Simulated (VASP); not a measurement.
Set up this calculation in VASP 6.6.1, as the native input.

```yaml
Task: relaxation of cell and atoms
Functional: PBE
Potentials_or_basis: VASP PAW PBE potentials, release 64 (I)
Cutoff: 600 eV
k_mesh: 4 × 4 × 4
Occupations: gaussian, width 0.1 eV
Spin: no spin polarisation
Dipole_correction: no
Further_INCAR_settings: ALGO = Normal; EDIFF = 1e-07; IBRION = 2; EDIFFG = -0.04; NSW = 90; ISIF = 3
```

The structure of I lies in POSCAR:

```
I
1.0
    4.4294982645      0.0000000000      0.0000000000
    1.0472901125      4.7982770300      0.0000000000
    0.0127455210     -1.5811840574      4.3060005172
I
2
Direct
    0.4942667406      0.0148740539      0.9365116787
    0.9068941655      0.1702129844      0.2548813292
```

The cell was built by a generator and needn't be a form met in nature.

The cell isn't the ideal one: random cell without symmetry.

One way to write it, as run:

INCAR

```
PREC = Accurate
ENCUT = 600
EDIFF = 1E-7
ISMEAR = 0
SIGMA = 0.1
LREAL = False
LASPH = True
NELM = 100
ALGO = Normal
ISIF = 3
LWAVE = False
LCHARG = False
GGA = PE
IBRION = 2
NSW = 90
EDIFFG = -0.04
```

KPOINTS

```
Automatic mesh
0
Gamma
  4 4 4
```

Potentials or basis: VASP PAW PBE potentials, release 64 (I).

The run is started by

```sh
$ cat potpaw_PBE.64/I/POTCAR > POTCAR
$ mpirun -np 1 vasp_std > vasp.out
```

Results of the run:

```
Relaxed volume                         : 45.73 Å³/atom
Relaxed cell                           : a = 6.559 Å, b = 4.979 Å, c = 3.129 Å, α = 107.30°, β = 81.89°, γ = 74.86°
Space group after relaxing (to 0.05 Å) : P-1 (No. 2)
Energy gained by relaxing              : 1212.0 meV/atom
Ionic steps                            : 36
Pressure after relaxing                : 0.0 GPa
Largest force after relaxing           : 0.033 eV/Å
Band gap on the k mesh                 : none (metal or under the smearing width)
```

Caveat: the k mesh is coarse (spacing up to 0.36 Å⁻¹), so the values aren't converged.

Wall time 14 min on 1 thread of Intel(R) Xeon(R) Platinum 8488C (Sapphire Rapids), with other jobs on the host, peak memory 0.27 GiB.
